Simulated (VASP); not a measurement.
From an Ansatz input to VASP: GaAs (rocksalt)

Ansatz input

```yaml
crystal:
  lattice:
    - [0.0, 2.6645247142, 2.6645247142]
    - [2.6645247142, 0.0, 2.6645247142]
    - [2.6645247142, 2.6645247142, 0.0]
  atoms:
    - { symbol: Ga, position: [0.0, 0.0, 0.0] }
    - { symbol: As, position: [0.5, 0.5, 0.5] }
kpoints:
  mp_grid: { grid: [8, 8, 8] }
  band_path:
    path:
      - [[0.0, 0.0, 0.0], [0.5, 0.0, 0.5], [0.5, 0.25, 0.75], [0.375, 0.375, 0.75], [0.0, 0.0, 0.0], [0.5, 0.5, 0.5], [0.625, 0.25, 0.625], [0.5, 0.25, 0.75], [0.5, 0.5, 0.5], [0.375, 0.375, 0.75]]
      - [[0.625, 0.25, 0.625], [0.5, 0.0, 0.5]]
    npoints: 10
hamiltonian:
  xc: pbe
scf:
  occupations: { method: fermi_dirac, width: 0.02 }
  n_extra_bands: 4
output:
  forces: true
  stress: true
  eigenvalues: true
```

Q: Which VASP files do the same job?

A: 

INCAR

```
NELM = 120
PREC = Accurate
ENCUT = 520
ISMEAR = -1
LCHARG = .FALSE.
LASPH = .TRUE.
GGA = PE
LWAVE = .FALSE.
LREAL = .FALSE.
NSW = 0
EDIFF = 1E-7
ISIF = 2
SIGMA = 0.02
NBANDS = 16
IBRION = -1
```

KPOINTS

```
KPOINTS created by Atomic Simulation Environment
0
Gamma
8 8 8
0 0 0
```

KPOINTS_OPT

```
special points
7
Reciprocal
0.0000000000 0.0000000000 0.0000000000 1
0.5000000000 0.0000000000 0.5000000000 1
0.5000000000 0.2500000000 0.7500000000 1
0.3750000000 0.3750000000 0.7500000000 1
0.5000000000 0.5000000000 0.5000000000 1
0.6250000000 0.2500000000 0.6250000000 1
0.1500000000 0.1500000000 0.3000000000 1
```

POSCAR

```
Ga As
 1.0000000000000000
    -0.0000000000000000    2.6645247141735449    2.6645247141735449
     2.6645247141735449   -0.0000000000000000    2.6645247141735449
     2.6645247141735449    2.6645247141735449   -0.0000000000000000
 Ga  As
   1   1
Cartesian
 -0.0000000000000000  0.0000000000000000  0.0000000000000000
  2.6645247141735449  2.6645247141735449  2.6645247141735449
```

VASP ran with the recommended PBE PAW datasets (18 valence electrons in the cell). Other inputs would serve too.

```tsv
	Ansatz	VASP
gap between bands v and c	-3.23 eV (bands overlap: a metal)	-3.24 eV (bands overlap: a metal)
least direct gap	0.00 eV	0.00 eV
pressure	2.8 GPa	3.0 GPa
```

The two codes use different PAW datasets and cutoffs. VASP's cell holds 18 valence electrons and Ansatz's 28. Ansatz's stress includes a Pulay correction; VASP's doesn't. Ansatz solved a whole band path, VASP its corner points and band edges.
